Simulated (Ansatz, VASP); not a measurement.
Two plane-wave programs on ZrB2

```
Zr B
1.0
     3.17000    0.00000    0.00000
    -1.58500    2.74530    0.00000
     0.00000    0.00000    3.53300
Zr B
1 2
Direct
  0.00000 0.00000 0.00000
  0.66667 0.33333 0.50000
  0.33333 0.66667 0.50000
```

Alike in both runs: task single point; functional PBEsol; k mesh 10 × 10 × 8; occupations fermi-dirac, width 0.05 eV; no spin polarisation.

|  | VASP | Ansatz |
| --- | --- | --- |
| version | VASP 6.6.1 | Ansatz 0.2.0 |
| potentials or method | VASP PAW PBE potentials, release 64 (Zr_sv, B) | Ansatz PAW |
| plane-wave cutoff (eV) | 520 | 420 |
| valence electrons in the cell | 18 | 18 |

Ansatz gave:

```
gap on the k mesh at the Fermi level (eV)       : none
pressure (GPa)                                  : -4.1
largest component of the traceless stress (GPa) : 0.08
```

**Question.** Which values does VASP return?

**Answer.** gap on the k mesh at the Fermi level (eV): none; pressure (GPa): -3.8; largest component of the traceless stress (GPa): 0.08.

A gap of «none» marks a metal or a gap that the smearing closes.

Caveats: the PAW data sets were made with another functional, which shifts forces and pressure a little (VASP); the PAW data sets come from PBE, with cores solved anew for the run's functional, which leaves a small shift of forces and pressure (Ansatz).
